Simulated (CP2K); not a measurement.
SiO2:

```
CELL_PARAMETERS angstrom
5.06052 0.00000 0.00000
-2.53026 4.38254 0.00000
0.00000 0.00000 5.54135
ATOMIC_POSITIONS crystal
Si 0.50000 0.00000 0.00000
Si 0.50000 0.50000 0.66667
Si 0.00000 0.50000 0.33333
O 0.20861 0.79139 0.16667
O 0.20861 0.41721 0.50000
O 0.41721 0.20861 0.83333
O 0.79139 0.20861 0.16667
O 0.79139 0.58279 0.50000
O 0.58279 0.79139 0.83333
```

The cell comes from a database or a generator and needn't be the stable form of this composition.

- Program: CP2K 2026.2
- Task: single point
- Functional: PBE
- Potentials or basis: POTENTIAL_UZH Si GTH-PBE-q4, O GTH-PBE-q6; TZVP-MOLOPT-PBE-GTH basis
- Density cutoff: 8163 eV
- k mesh: 6 × 6 × 5
- Occupations: fermi-dirac, width 0.05 eV
- Spin: no spin polarisation

On this cell: pressure 4.4 GPa; largest force 0.254 eV/Å; band gap on the k mesh 5.67 eV, indirect (least direct gap 5.88 eV).

The same run follows on a disturbed copy (atoms moved at random, drawn with an rms of 0.05 Å):

```
Si O
1.0
     5.06052    0.00000    0.00000
    -2.53026    4.38254    0.00000
     0.00000    0.00000    5.54135
Si O
3 6
Direct
  0.50288 0.99675 0.99721
  0.50824 0.50280 0.66394
  0.00324 0.50177 0.33642
  0.20755 0.77955 0.17453
  0.20682 0.41507 0.50556
  0.41730 0.21100 0.82770
  0.80260 0.21799 0.15824
  0.77796 0.59101 0.49798
  0.58761 0.79657 0.82894
```

Problem. What changes?

Solution. The energy moves by +45.1 meV/atom; pressure 5.3 GPa; largest force 5.473 eV/Å; band gap on the k mesh 6.00 eV, indirect (least direct gap 6.26 eV).

Forces on the atoms (eV/Å):
```
Si  -1.095  0.756  0.743
Si  -3.061 -0.598  1.756
Si  -1.211 -1.409  1.477
O    1.096  3.152 -2.235
O   -0.653 -0.226  0.030
O    0.568 -1.366  1.208
O   -0.444 -0.731  0.136
O    4.434  0.527 -3.165
O    0.289 -0.143 -0.067
```

Stress tensor (GPa, compression positive):
```
 4.16  1.64 -2.79
 1.64  6.18 -2.28
-2.79 -2.28  5.71
```

Caveats: an odd mesh through Γ misses points on the zone boundary, where band edges often lie; the basis of atomic orbitals isn't converged, which shifts pressures, moduli and gaps.
